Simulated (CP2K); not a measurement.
Runs of CP2K 2026.2 on ZrSe2. The cell holds a slab with vacuum, 6 atoms: a = 3.798 Å, b = 3.798 Å, c = 24.288 Å, α = 90.00°, β = 90.00°, γ = 120.00°. 

```tsv
level	gap on the mesh (eV)	largest force (eV/Å)	work function (eV)
WC	0.43	0.34	5.54
PBEsol	0.42	(b)	5.54
LDA	0.37	0.29	5.67
OLYP	0.61	0.39	5.25
AM05	0.43	(a)	5.46
M06-L	(d)	(c)	5.61
```

Alike in all rows: task work function; potentials or basis POTENTIAL_UZH Se GTH-PBE-q6, Zr GTH-PBE-q12; DZVP-MOLOPT-PBE-GTH basis; no spin polarisation; cell as given; k mesh 6 × 6 × 1; smearing fermi-dirac 0.05 eV.

Problem. Fill in the values left out.

Solution. (a) 0.32; (b) 0.33; (c) 0.60; (d) 0.78.

Caveats: with a gap the Fermi level, and so the work function, lies anywhere in the gap; the potentials were made for another functional, which shifts forces and pressure; the basis of atomic orbitals isn't converged, which shifts pressures, moduli and gaps; meta-GGAs are noisy in the vacuum on a uniform grid, which can shift empty levels and the work function (some runs).

A k mesh can miss the band edges, and the runs leave out spin-orbit coupling on Se, Zr.

Runs at the PBE level aren't shown here.
